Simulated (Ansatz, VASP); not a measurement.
# Cross-check of ZnSe between VASP and Ansatz

One calculation is typed for both programs; each brings its own data sets. How far apart do they land? The structure shown is the end of the Ansatz relaxation below.

Calculated with Ansatz 0.2.0; plane waves, with VASP 6.6.1 beside it; single point at PBEsol.

### 1. The starting structure

It takes space group F-43m (No. 216, cubic). Conventional cell: a = 5.633 Å, b = 5.633 Å, c = 5.633 Å, α = 90.00°, β = 90.00°, γ = 90.00°. Se has 4 Zn at 2.44 Å nearest. Zn has 4 Se at 2.44 Å nearest. Farther neighbours and most contacts between anions are not listed.

### 2. Ansatz: relaxation, PBEsol

Ansatz runs on its PAW soft_1 files.

This run makes the geometry at which the two programs are then compared.

File input.yaml:

```yaml
crystal:
  lattice:
    - [3.983336, 0.0, 0.0]
    - [0.0, 3.983336, 0.0]
    - [0.0, 0.0, 5.633288]
  atoms:
    - { symbol: Se, position: [0.5, 0.0, 0.75] }
    - { symbol: Se, position: [0.0, 0.5, 0.25] }
    - { symbol: Zn, position: [0.0, 0.0, 0.0] }
    - { symbol: Zn, position: [0.5, 0.5, 0.5] }
kpoints:
  mp_grid: { grid: [7, 7, 5] }
scf:
  occupations: { method: fermi_dirac, width: 0.02 }
hamiltonian:
  xc: pbesol
  pseudopotentials: { kind: paw, azcp: { folder: soft_1 }, xc_functional: pbe }
basis:
  ecutwfc: 600
output:
  forces: true
  stress: true
relax:
  f_tol: 0.005
  max_steps: 70
  cell: { stress_tol: 0.02, p_target: 0, fix: [a, b, alpha, beta, gamma] }
```

The run is started by

```bash
> ansatz run input.yaml --threads 8 --pin off --max-ram 18432MiB --backend cpu --events-out ev --progress --plain --runs-dir out
```

Numbers of over 12 decimals in the logs are rounded to 6 here.

The log of the run:

```text
Engine: ansatz 0.2.0, aarch64-unknown-linux-gnu
Pseudopotentials: kind: paw
Pseudopotential: Se, paw, valence charge 16, recommended cutoff 420 eV (normal), soft_1/Se.paw.azcp
Pseudopotential: Zn, paw, valence charge 12, recommended cutoff 420 eV (normal), soft_1/Zn.paw.azcp
Functional definition: PBEsol
  exchange = pbesol_x
  correlation = pbesol_c
Crystal: 4 atoms, lattice volume = 89.383 Å³
Basis set: ecut = 600 eV, 2983 PW (Γ), exchange–correlation on 64×64×96 points (8 copies of the dense FFT grid, shifted against one another)
Bands: 34, of which v1, the nominal top of the filled ones, is band 28 counted from 1 (27 counted from 0)
Symmetry: 16 space group operations
Space group: F-43m (ITA 216), of the structure as read, at distance tolerance 4.5e-5 Å
k-points: 30 of 245 (time reversal used)
Non-local potential: Se, projectors of the file, l = 0: 2, l = 1: 2, l = 2: 3, l = 3: 1
Non-local potential: Zn, projectors of the file, l = 0: 2, l = 1: 2, l = 2: 3, l = 3: 1
PAW form: soft (Blöchl's): semilocal exchange-correlation on the pseudo side does not see the compensation charge
PAW frozen core: Se, regenerated for the run's functional, and the local potential with it (the file was generated under x = pbe(κ = 0.804, μ = 0.219515), c = pbe(β = 0.066725))
PAW frozen core: Zn, regenerated for the run's functional, and the local potential with it (the file was generated under x = pbe(κ = 0.804, μ = 0.219515), c = pbe(β = 0.066725))
PAW one-centre angular grid: Se, 590 points (default); XC on 64 Gauss nodes
PAW one-centre angular grid: Zn, 590 points (default); XC on 64 Gauss nodes
Initial density: superposition of atomic densities (chi_scale 0.1, normalization cell, long waves kept (reshape's long-wave potential 0.00 eV rms))
Initial wavefunctions: pseudopotential atomic-orbital guess
Functional: x = pbesol(κ = 0.804, μ = 0.123457), c = pbesol(β = 0.046)
SCF iter   1: F=—  HF=-17413.628310 eV  |F-HF|=—  |Δ(HF+E_count)|=         —  Δρ=6.09e-2  dr2=2.07e0  ethr=3.10e-3  ⟨swp⟩=6.2  Hψ=4355  notcnv=0
preconditioner: auto → Resta (q_TF=auto, 2.524 Å⁻¹)  ε∞=4.9  [insulator: Δε(μ)=1.153 eV  Ē_g=12.009 eV  σ=0.020 eV  W_gap=1.00  n_scr=28 (ndim 8)  ℏωp=23.6 eV  f_vac=0.050  D(μ)=0.00/eV (n_scr^D=0)  ε∞_Penn≈4.9]
SCF iter   2: F=—  HF=-17413.046953 eV  |F-HF|=—  |Δ(HF+E_count)|=   5.81e-1  Δρ=1.75e-2  dr2=1.93e-1  ethr=3.10e-3  ⟨swp⟩=2.1  Hψ=1871  notcnv=0  defer=51
SCF iter   3: F=—  HF=-17412.944932 eV  |F-HF|=—  |Δ(HF+E_count)|=   1.02e-1  Δρ=1.19e-2  dr2=9.16e-2  ethr=3.44e-4  ⟨swp⟩=2.0  Hψ=1869  notcnv=0  defer=51
SCF iter   4: F=—  HF=-17412.931905 eV  |F-HF|=—  |Δ(HF+E_count)|=   1.30e-2  Δρ=5.26e-3  dr2=1.42e-2  ethr=1.64e-4  ⟨swp⟩=2.3  Hψ=1589  notcnv=0  defer=51
SCF iter   5: F=—  HF=-17412.936788 eV  |F-HF|=—  |Δ(HF+E_count)|=   4.88e-3  Δρ=9.93e-4  dr2=1.08e-3  ethr=2.53e-5  ⟨swp⟩=2.1  Hψ=1969  notcnv=0  defer=51
SCF iter   6: F=—  HF=-17412.935711 eV  |F-HF|=—  |Δ(HF+E_count)|=   1.08e-3  Δρ=7.55e-4  dr2=3.14e-4  ethr=1.93e-6  ⟨swp⟩=2.0  Hψ=1851  notcnv=0  defer=51
SCF iter   7: F=—  HF=-17412.935895 eV  |F-HF|=—  |Δ(HF+E_count)|=   1.84e-4  Δρ=1.50e-4  dr2=2.98e-5  ethr=5.61e-7  ⟨swp⟩=2.0  Hψ=1429  notcnv=0  defer=51
SCF iter   8: F=—  HF=-17412.935921 eV  |F-HF|=—  |Δ(HF+E_count)|=   2.58e-5  Δρ=3.71e-5  dr2=1.11e-6  ethr=5.32e-8  ⟨swp⟩=2.0  Hψ=1809  notcnv=0  defer=51
SCF iter   9: F=-17412.935923 eV  HF=-17412.935923 eV  |F-HF|=1.45e-8  |Δ(HF+E_count)|=   2.05e-6  Δρ=5.79e-6  dr2=1.91e-8  ethr=1.79e-10  ⟨swp⟩=3.0  Hψ=3921  notcnv=0
SCF 1 converged in 9 iterations: F = -17412.935923 eV  dr2 = 1.91e-8
  greatest PAW one-centre occupation: 1.000 electrons in one spin orbital (limit 2), on the Se atom at site 1 (counted from 0), in its partial waves of l = 2
relax step   1: F+E_penalty+E_count = -17412.93592292 eV  Δ(F+E_penalty+E_count) = +0.000e0 eV  max|allowed force component| = 2.667e-17 eV/Å  Δτ_max = 0.0000 Å  P = +0.011 GPa  Ω = 89.383 Å³  fix = [a, b, alpha, beta, gamma]  reactions: a +0.018, b +0.018 GPa  (9 SCF iters, dr2 threshold 1.00e-7 eV, accepted)
Initial density: handed on by an earlier stage of this run
Initial wavefunctions: pseudopotential atomic-orbital guess (no wavefunctions were taken with the density)
iter 1 solved again at ethr=1.08e-7 eV; its pass at ethr=3.10e-3 eV (dr2=6.07e-5 eV) is discarded
SCF iter   1: F=—  HF=-17412.935926 eV  |F-HF|=—  |Δ(HF+E_count)|=         —  Δρ=5.51e-6  dr2=1.85e-8  ethr=1.08e-7  ⟨swp⟩=3.9  Hψ=7509  notcnv=0
eigensolver tolerance schedule: the retry pair's looser diagonalisation over-reported the residual by 3274.36 of it (diagonalisation noise at 0.13 of the residual, at the tolerance the schedule requests for it); recorded, not acted on — ethr = c·dr2/N_el stays at c = 1.0e-1
preconditioner: auto → Resta (q_TF=auto, 2.524 Å⁻¹)  ε∞=5.5  [insulator: Δε(μ)=1.237 eV  Ē_g=11.166 eV  σ=0.020 eV  W_gap=1.00  n_scr=28 (ndim 8)  ℏωp=23.6 eV  f_vac=0.102  D(μ)=0.00/eV (n_scr^D=0)  ε∞_Penn≈5.5]
SCF iter   2: F=—  HF=-17412.935923 eV  |F-HF|=—  |Δ(HF+E_count)|=   3.14e-6  Δρ=2.96e-6  dr2=7.72e-9  ethr=3.31e-11  ⟨swp⟩=3.0  Hψ=2047  notcnv=0
SCF iter   3: F=—  HF=-17412.935923 eV  |F-HF|=—  |Δ(HF+E_count)|=   1.08e-8  Δρ=1.99e-6  dr2=3.34e-9  ethr=1.38e-11  ⟨swp⟩=2.4  Hψ=1392  notcnv=0
SCF iter   4: F=—  HF=-17412.935923 eV  |F-HF|=—  |Δ(HF+E_count)|=   8.08e-9  Δρ=1.28e-6  dr2=9.62e-10  ethr=5.97e-12  ⟨swp⟩=2.0  Hψ=1547  notcnv=0
SCF iter   5: F=—  HF=-17412.935923 eV  |F-HF|=—  |Δ(HF+E_count)|=  8.37e-11  Δρ=2.92e-7  dr2=1.53e-10  ethr=1.72e-12  ⟨swp⟩=2.0  Hψ=1485  notcnv=0
SCF iter   6: F=—  HF=-17412.935923 eV  |F-HF|=—  |Δ(HF+E_count)|=  1.27e-10  Δρ=1.25e-7  dr2=6.68e-12  ethr=1.00e-12  ⟨swp⟩=5.0  Hψ=5070  notcnv=0
SCF iter   7: F=-17412.935923 eV  HF=-17412.935923 eV  |F-HF|=3.64e-12  |Δ(HF+E_count)|=  7.28e-12  Δρ=2.71e-8  dr2=5.74e-13  ethr=1.00e-12  ⟨swp⟩=5.2  Hψ=4107  notcnv=0
SCF 2 converged in 7 iterations: F = -17412.935923 eV  dr2 = 5.74e-13
relax step   2: F+E_penalty+E_count = -17412.93592294 eV  Δ(F+E_penalty+E_count) = -1.464e-8 eV  max|allowed force component| = 2.429e-17 eV/Å  Δτ_max = 0.0000 Å  P = +0.011 GPa  Ω = 89.383 Å³  fix = [a, b, alpha, beta, gamma]  reactions: a +0.018, b +0.018 GPa  stress off target by 2.90e-3 GPa on what of the cell is left free  SCF on the basis re-selected at this cell (its energy is not comparable with the rows above)  (7 SCF iters)
basis re-selected at this cell: Δ(F+E_penalty+E_count) = -1.464e-8 eV, ΔP = +0.000 GPa vs the last step (what re-selecting the basis moved, of the pressure what is left beyond the Pulay correction that the steps carried, after the strain that the cell walked since its last selection, with what the two solves' SCF thresholds leave and, on support functions, any second-order correction that the steps lacked; it is no m [...]
SCF converged after 7 iterations
Free energy (F): -17412.935923 eV
Harris-Foulkes:  -17412.935923 eV  (|F-HF|=3.64e-12)
Internal energy: -17412.935923 eV  (E = F + TS)
E sigma→0 (E₀):  -17412.935923 eV
Fermi energy:    7.285738 eV
--- Per-component energies (eV) ---
  E_band       = -774.957952
  E_kinetic    = 517.163920
  E_local      = -9630.601289  (includes V_loc(G=0)·N_el)
  E_nonlocal   = 938.856820
  E_hartree    = 4451.812190
  E_xc         = -324.488598
  E_vxc        = -283.200352  (∫ρ·V_xc dr)
  E_paw        = -7894.258590  (= ΣΔE_a)
  E_vpaw       = -1220.801449  (= ΣTr[D̂ρ^β])
  E_aug_tail   = 0.000014  (compensation charges beyond the density's cutoff)
  E_ewald      = -5475.032005
  E_core_change = 3.611615  (= ΣΔE_core)
  E_smearing   = -0.000000  (= −TS)
  E_closure    = 0.000000  (closes the sum)
  Σ components = -17412.935923   (vs F -17412.935923, Δ=0.00e0)
--- Forces (eV/Å), atoms counted from 1 ---
  atom   1  Se    -0.00000000    -0.00000000     0.00000000
  atom   2  Se     0.00000000    -0.00000000     0.00000000
  atom   3  Zn    -0.00000000     0.00000000    -0.00000000
  atom   4  Zn    -0.00000000     0.00000000    -0.00000000
  max |Σ_I F_I| component: 6.94e-17 eV/Å
--- Stress (GPa, compression-positive) ---
        0.017595       0.000000       0.000000
        0.000000       0.017595       0.000000
       -0.000000       0.000000      -0.002900
  P = ⅓ Tr σ = 0.0108 GPa (0.108 kbar)
--- Relaxed structure (1 steps of the walk, 1 accepted, 1 SCFs on fresh bases) ---
  F+E_penalty+E_count = -17412.93592294 eV   max|allowed force component| = 2.429e-17 eV/Å   (the final SCF, on the basis selected at the relaxed cell)
  cell:  # Å, volume = 89.3832 Å³
    - [3.983336, 0.0, 0.0]
    - [0.0, 3.983336, 0.0]
    - [0.0, 0.0, 5.633288]
  atoms:
    - { symbol: Se, position: [0.5, 0.0, 0.75] }
    - { symbol: Se, position: [0.0, 0.5, 0.250000] }
    - { symbol: Zn, position: [0.0, 0.0, 0.0] }
    - { symbol: Zn, position: [0.5, 0.5, 0.500000] }
```

In the SCF lines HF is the Harris–Foulkes energy and dr2 the Hartree energy of the density residual, in eV; the loop may stop once dr2 is under the threshold and the program's other checks hold. Hψ counts applications of the Hamiltonian.

### 3. VASP: single point, PBEsol, pair 1

The same cell, functional, mesh and smearing now go to VASP, with its own data sets.

Lines of VASP's logs that name or quote its potential files are left out, and so is its time.

File INCAR:

```
SYSTEM = ZnSe
PREC = Accurate
ENCUT = 500
EDIFF = 1E-06
NELM = 120
ISMEAR = -1
SIGMA = 0.02
LREAL = .FALSE.
ALGO = Normal
GGA = PS
NBANDS = 24
LORBIT = 11
LWAVE = .FALSE.
LCHARG = .FALSE.
ISIF = 2
LASPH = .TRUE.
GGA_COMPAT = .FALSE.
EFERMI = MIDGAP
KPAR = 2
```

File POSCAR:

```
ZnSe
1.0
    3.9833360000      0.0000000000      0.0000000000
    0.0000000000      3.9833360000      0.0000000000
    0.0000000000      0.0000000000      5.6332880000
Se Zn
2 2
Direct
    0.5000000000      0.0000000000      0.7500000000
    0.0000000000      0.5000000000      0.2500000000
    0.0000000000      0.0000000000      0.0000000000
    0.5000000000      0.5000000000      0.5000000000
```

File KPOINTS:

```
Automatic mesh
0
Gamma
7 7 5
0 0 0
```

The projector-augmented-wave data sets are Se and Zn (PBE family, release 64).

The run is started by

```bash
> mpirun -np 2 vasp_std
```

The log of the run:

```text
[banner, memory and clock lines left out]
running    2 mpi-ranks, on    1 nodes
 distrk:  each k-point on    1 cores,    2 groups
 distr:  one band on    1 cores,    1 groups

 POSCAR found type information on POSCAR SeZn
 POSCAR found :  2 types and       4 ions
|                                                                             |
|               ----> ADVICE to this user running VASP <----                  |
|                                                                             |
|     You enforced a specific xc type in the INCAR file but a different       |
|     [... a line on the potential file left out ...]
|     I HOPE YOU KNOW WHAT YOU ARE DOING!                                     |
|                                                                             |

 LDA part: xc-table for (Slater+PW92), standard interpolation
 POSCAR, INCAR and KPOINTS ok, starting setup
 FFT: planning ... GRIDC
 FFT: planning ... GRID_SOFT
 FFT: planning ... GRID
 WAVECAR not read
 entering main loop
       N       E                     dE             d eps       ncg     rms          rms(c)
DAV:   1     0.222937624557E+03    0.22294E+03   -0.16882E+04  1440   0.168E+03
DAV:   2     0.519424952252E+01   -0.21774E+03   -0.21043E+03  1512   0.344E+02
DAV:   3    -0.138506899297E+02   -0.19045E+02   -0.18958E+02  1808   0.104E+02
DAV:   4    -0.141540865306E+02   -0.30340E+00   -0.30331E+00  1592   0.136E+01
DAV:   5    -0.141562680300E+02   -0.21815E-02   -0.21813E-02  1784   0.108E+00    0.683E+00
DAV:   6    -0.135658851065E+02    0.59038E+00   -0.16593E+00  1864   0.365E+01    0.526E+00
DAV:   7    -0.135509794507E+02    0.14906E-01   -0.82189E-01  1592   0.578E+00    0.220E+00
DAV:   8    -0.135468070825E+02    0.41724E-02   -0.15959E-02  1712   0.178E+00    0.642E-01
DAV:   9    -0.135461227069E+02    0.68438E-03   -0.51870E-03  1768   0.135E+00    0.104E-01
DAV:  10    -0.135461480382E+02   -0.25331E-04   -0.59403E-04  1808   0.348E-01    0.518E-02
DAV:  11    -0.135462110397E+02   -0.63001E-04   -0.16480E-04  1640   0.106E-01    0.121E-02
DAV:  12    -0.135462085144E+02    0.25253E-05   -0.50624E-05  2008   0.132E-01    0.415E-03
DAV:  13    -0.135462089310E+02   -0.41659E-06   -0.62047E-06  1656   0.348E-02
   1 F= -.13546209E+02 E0= -.13546209E+02  d E =-.695307E-15
```

Parts of OUTCAR (step 3):

```text
ion  position               nearest neighbor table
   1  0.500  0.000  0.750-   3 2.44   4 2.44   4 2.44   3 2.44
   2  0.000  0.500  0.250-   3 2.44   4 2.44   3 2.44   4 2.44
   3  0.000  0.000  0.000-   1 2.44   2 2.44   2 2.44   1 2.44
   4  0.500  0.500  0.500-   1 2.44   2 2.44   1 2.44   2 2.44

  LATTYP: Found a simple tetragonal cell.
 ALAT       =     3.9833360000
 C/A-ratio  =     1.4142136139

 Subroutine GETGRP returns: Found  8 space group operations
 (whereof  8 operations were pure point group operations)

The static configuration has the point symmetry D_2d.

 Found     30 irreducible k-points:

   k-points           NKPTS =     30   k-points in BZ     NKDIM =     30   number of bands    NBANDS=     24

   dimension x,y,z NGX =    30 NGY =   30 NGZ =   42
   dimension x,y,z NGXF=    60 NGYF=   60 NGZF=   84

   ENCUT  =  500.0 eV  36.75 Ry    6.06 a.u.   7.26  7.26 10.27*2*pi/ulx,y,z

   NELECT =      36.0000    total number of electrons

 k-points in reciprocal lattice and weights: Automatic mesh
   0.00000000  0.00000000  0.00000000       0.004
   0.14285714  0.00000000  0.00000000       0.016
   0.28571429  0.00000000  0.00000000       0.016
   0.42857143  0.00000000  0.00000000       0.016
   0.14285714  0.14285714  0.00000000       0.016
   0.28571429  0.14285714  0.00000000       0.033
   0.42857143  0.14285714  0.00000000       0.033
   0.28571429  0.28571429  0.00000000       0.016
   0.42857143  0.28571429  0.00000000       0.033
[...]
0.42857143  0.28571429  0.40000000       0.065
   0.42857143  0.42857143  0.40000000       0.033

 average (electrostatic) potential at core
       1 -55.8160       2 -55.8160       3 -36.8193       4 -36.8193

 E-fermi :   2.2677

 k-point     1 :       0.0000    0.0000    0.0000
  band No.  band energies     occupation
    ...
     14      -0.6295      2.00000
     15      -0.6295      2.00000
     16       1.6459      2.00000
     17       1.6461      2.00000
     18       1.6461      2.00000
     19       2.8892      0.00000
     20       4.4415      0.00000
     21       5.0136      0.00000
     22       7.3712      0.00000
     23       7.3712      0.00000
    ...

 k-point     2 :       0.1429    0.0000    0.0000
  band No.  band energies     occupation
    ...
     14      -1.1236      2.00000
     15      -0.4898      2.00000
     16       0.4719      2.00000
     17       1.3188      2.00000
     18       1.5823      2.00000
     19       3.8941      0.00000
     20       4.7845      0.00000
     21       5.8120      0.00000
     22       7.1597      0.00000
     23       7.5144      0.00000
    ...

 k-point     3 :       0.2857    0.0000    0.0000
  band No.  band energies     occupation
    ...
     14      -1.6398      2.00000
     15      -0.9981      2.00000
     16      -0.1070      2.00000
     17       0.4673      2.00000
     18       1.3628      2.00000
     19       4.9489      0.00000
     20       5.2164      0.00000
     21       7.1834      0.00000
     22       7.6228      0.00000
     23       7.9151      0.00000
    ...

  Total        0.1501847      0.1501847      0.1361331      0.0000000      0.0000000      0.0000000
  in kB        2.6920325      2.6920325      2.4401615      0.0000000      0.0000000      0.0000000
  external PRESSURE =       2.6080755 kB  Pullay stress =       0.0000000 kB

  energy-cutoff  :      500.00
  volume of cell :       89.38
      direct lattice vectors                 reciprocal lattice vectors
     3.983336000  0.000000000  0.000000000     0.251045857  0.000000000  0.000000000
     0.000000000  3.983336000  0.000000000     0.000000000  0.251045857  0.000000000
     0.000000000  0.000000000  5.633288000     0.000000000  0.000000000  0.177516221

 POSITION                                       TOTAL-FORCE (eV/Angst)
 -----------------------------------------------------------------------------------
      1.99167      0.00000      4.22497         0.000000      0.000000     -0.000000
      0.00000      1.99167      1.40832         0.000000      0.000000     -0.000000
      0.00000      0.00000      0.00000         0.000000     -0.000000     -0.000000
      1.99167      1.99167      2.81664        -0.000000     -0.000000      0.000000
 -----------------------------------------------------------------------------------
    total drift:                                0.000000      0.000000      0.000000

  FREE ENERGIE OF THE ION-ELECTRON SYSTEM (eV)
  ---------------------------------------------------
  free  energy   TOTEN  =       -13.5462089310 eV

  energy  without entropy=      -13.5462089310  energy(sigma->0) =      -13.54620893

 total charge
# of ion       s       p       d       tot
------------------------------------------
    1        1.437   2.421   0.032   3.891
    2        1.437   2.421   0.032   3.891
    3        0.542   0.465   9.786  10.793
    4        0.542   0.465   9.786  10.793
--------------------------------------------------
tot          3.959   5.773  19.636  29.367

[... 3 further parts left out ...]
```

The run ends at a pressure of 0.26 GPa.

### 4. Comparison

Known differences besides the potentials themselves: the data sets hold 56 valence electrons in Ansatz (on its PAW soft_1 files) and 36 in VASP; the cutoff is 600 eV in Ansatz and 500 eV in VASP; Ansatz makes its cores anew for this functional, VASP keeps those of its PBE data sets; Ansatz's pressure holds a Pulay correction, VASP's none. Total energies have different zeros and are not compared.

The two programs side by side:

| quantity | Ansatz | VASP | difference |
| --- | --- | --- | --- |
| pressure (GPa) | 0.01 | 0.26 | -0.25 |
| gap on the k mesh (eV) | 1.237 | 1.243 | -0.006 |

A gap on the mesh is an upper bound, since the band edges may lie between its points.

### 5. Ansatz: relaxation, PBEsol

This run makes the geometry at which the two programs are then compared. The cell compared in this pair holds 87.04 Å³, against 89.38 Å³ for the pair before.

The structure compared here is the end of the Ansatz relaxation.

Changes to input.yaml since step 2:

```diff
@@ -2,5 +2,5 @@
   lattice:
-    - [3.983336, 0.0, 0.0]
-    - [0.0, 3.983336, 0.0]
-    - [0.0, 0.0, 5.633288]
+    - [3.86383592, 0.0, 0.0]
+    - [0.0, 3.86383592, 0.0]
+    - [0.0, 0.0, 5.734687184]
   atoms:
```

The run is started by

```bash
> ansatz run input.yaml --threads 8 --pin off --max-ram 18432MiB --backend cpu --events-out ev --progress --plain --runs-dir out
```

The log of the run:

```text
[...]
Crystal: 4 atoms, lattice volume = 85.614 Å³
Basis set: ecut = 600 eV, 2855 PW (Γ), exchange–correlation on 64×64×96 points (8 copies of the dense FFT grid, shifted against one another)
Bands: 34, of which v1, the nominal top of the filled ones, is band 28 counted from 1 (27 counted from 0)
Symmetry: 16 space group operations
[...]
k-points: 30 of 245 (time reversal used)
[...]
-0.000000       0.000000       0.011240
  P = ⅓ Tr σ = 1.7595 GPa (17.595 kbar)
--- Relaxed structure (3 steps of the walk, 3 accepted, 1 SCFs on fresh bases) ---
[...]
cell:  # Å, volume = 87.0391 Å³
    - [3.86383592, 0.0, 0]
    - [0.0, 3.86383592, 0]
    - [0, 0, 5.830114]
  atoms:
    - { symbol: Se, position: [0.5, 0, 0.750000] }
    - { symbol: Se, position: [0, 0.5, 0.250000] }
    - { symbol: Zn, position: [0, 0, 0] }
    - { symbol: Zn, position: [0.5, 0.5, 0.500000] }
[key lines of the parts left out:]
SCF converged after 7 iterations
Free energy (F): -17412.892870 eV
Fermi energy:    7.740090 eV
```

[end of part 1 of 2]

[Lines on the potential files, build, host, timing and source positions are cut from VASP's logs without a mark.]

[Logs are printed without paths, hosts, clocks, repeated set-up lines and the standing remarks that a program may print on its own settings, such as how far it seeks lower states.]

[Hosts, paths, dates, database ids (printed as entryN), source tags and the programs' standing remarks are cut or masked in the printed files.]
